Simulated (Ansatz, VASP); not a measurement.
**Sn: VASP beside Ansatz**

```
Sn
1.0
    -0.07664    3.20782    3.20782
     3.20782   -0.07664    3.20782
     3.20782    3.20782   -0.07664
Sn
2
Direct
  0.99784 0.99784 0.99784
  0.25216 0.25216 0.25216
```

Change from the starting cell: shear_111 strain -3.5%.

Alike in both runs: task single point; functional PBE; k mesh 6 × 6 × 6; occupations fermi-dirac, width 0.02 eV; no spin polarisation.

|  | VASP | Ansatz |
| --- | --- | --- |
| version | VASP 6.6.1 | Ansatz 0.2.0 |
| potentials or method | VASP PAW PBE potentials, release 64 (Sn_d) | plane waves, PAW |
| plane-wave cutoff (eV) | 520 | 420 |
| valence electrons in the cell | 28 | 28 |

|  | VASP | Ansatz | Ansatz less VASP |
| --- | --- | --- | --- |
| pressure (GPa) | 3.2 | 3.3 | +0.06 |
| largest component of the traceless stress (GPa) | 0.54 | 0.54 | +0.001 |
| rms of the force components (eV/Å) | 0.016 | 0.016 | 0.0000 |

Atom by atom the forces differ by 0.000 eV/Å (rms over components).
